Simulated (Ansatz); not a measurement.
Reaction (formal exchange of groups at a Ge–Al bond): `F[SiH2][AlH][GeH3]` + `CCC(=O)O` → `O=C(O)[CH2][GeH3]` + `[CH3][AlH][SiH2]F`

Computed with Ansatz on PBE0-D4/def2-TZVP structures; ΔE is electronic, products minus reactants. CCSD(T)/CBS adds triple-zeta CCSD(T) − MP2 to the extrapolated MP2 energy (def2 sets, frozen cores). For Ge outer-core shells are correlated without core-valence functions, which leaves a few kJ/mol of doubt a bond. Scalar relativity is left out up to krypton. Each species was taken in one conformer, which may not be the lowest.

| species | SCS-MP2/def2-QZVPP energy (Eh) |
| --- | --- |
| `F[SiH2][AlH][GeH3]` | -2710.30672 |
| `CCC(=O)O` | -268.00891 |
| `O=C(O)[CH2][GeH3]` | -2305.81512 |
| `[CH3][AlH][SiH2]F` | -672.50267 |

Q: Work out ΔE.

A: ΔE = (-2305.81512) + (-672.50267) − (-2710.30672) − (-268.00891) = -0.00216 Eh = -5.7 kJ/mol. CCSD(T)/CBS gives +0.6 kJ/mol.

Largest T1 diagnostic among the species: 0.014.

In def2-TZVPP, CCSD(T) changes the Hartree–Fock value by −5.5 kJ/mol (the triples alone add −1.3 kJ/mol) and MP2 by −14.4 kJ/mol.
